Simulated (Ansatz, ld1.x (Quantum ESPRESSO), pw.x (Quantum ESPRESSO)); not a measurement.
Equation-of-state test of one TM potential (Cr)

- Element: chromium (Cr)
- Generator: ld1.x (Quantum ESPRESSO) 7.5
- Type: norm-conserving Troullier–Martins (Kleinman–Bylander form)
- Functional: PBE
- Relativity: scalar-relativistic
- Frozen core: [Ar]
- Valence charge: 6
- Reference configuration: 3d5 4s1 4p0
- Partial waves: 4s (bound): rc 3.05 bohr; 4p (bound, empty): rc 3.15 bohr; 3d (bound): rc 1.85 bohr
- Local potential: all-electron potential smoothed inside 2.90 bohr (lloc = -1)
- Core correction: Bessel-smoothed model core inside 1.30 bohr

Atomic tests: cutoffs needed: 70 Ry and 90 Ry (the cutoffs (Ry, on a coarse ladder) from which the occupation-weighted sum of valence levels, in a spherical-Bessel basis at the reference potential, stays within 10 and 1 mRy of its value at 400 Ry); ghost test: no extra level below or beside the all-electron valence levels (s, p, d, f tested) (spherical-Bessel basis up to 400 Ry, 20 bohr box); configuration tests: 1 of 7 tests not solved or not reliable.

Crystal test: fcc Cr in pw.x 7.5, no spin, 15³ k-points, Fermi–Dirac smearing 0.01 Ry, cutoffs 110/440 Ry. The reference is all-electron LAPW (Ansatz 0.2.0) with the same functional, mesh and smearing; V0 and B0 come from Birch–Murnaghan fits to the pressures at five volumes. Errors are pseudo minus all-electron; Δ is the rms difference of the E(V) curves that follow from these fits, minima aligned, over ±6 % about the mean V0. Mesh and smearing are coarse, so the numbers serve the comparison and aren't converged zero-temperature values; the lattice is a test structure that the element need not adopt. Spin polarisation and strong correlation are left out, which matters for this element.

| V (Å³/atom) | P all-electron (GPa) | P pseudo (GPa) |
| --- | --- | --- |
| 11.350 | 12.72 | 21.57 |
| 11.648 | 5.67 | 13.80 |
| 11.947 | -0.53 | 6.96 |
| 12.246 | -5.97 | 0.93 |
| 12.544 | -10.76 | -4.38 |

All-electron: a0 = 3.626 Å (V0 = 11.92 Å³/atom), B0 = 234.3 GPa.

Pseudopotential: mean pressure error (GPa): +7.55; a0 (Å): 3.664; a0 error (%): +1.04; B0 error (%): -2.7; Δ (meV/atom): 19.0. The largest radius (3.15 bohr) exceeds half the bond length (2.42 bohr), so the spheres overlap, which is one possible source of error among others. This is a poor potential for the solid. Atomic configuration tests: 1 of 7 tests not solved or not reliable.

Problem. At the middle volume, how do free energy and pressure move when the wave cutoff is lowered (ecutrho kept at four times it)?

Solution.

```json
{"cutoff (Ry)": "50", "shift of F (meV/atom)": "+2022.0", "shift of P (GPa)": "-145.75"}
{"cutoff (Ry)": "66", "shift of F (meV/atom)": "+107.4", "shift of P (GPa)": "-13.39"}
{"cutoff (Ry)": "88", "shift of F (meV/atom)": "+3.2", "shift of P (GPa)": "+0.25"}
```

The run at the middle volume (120 k-points, 7 iterations) took about 18 s on one core of a shared host (Neoverse-V2, 96 threads, 742 GiB, load 41).
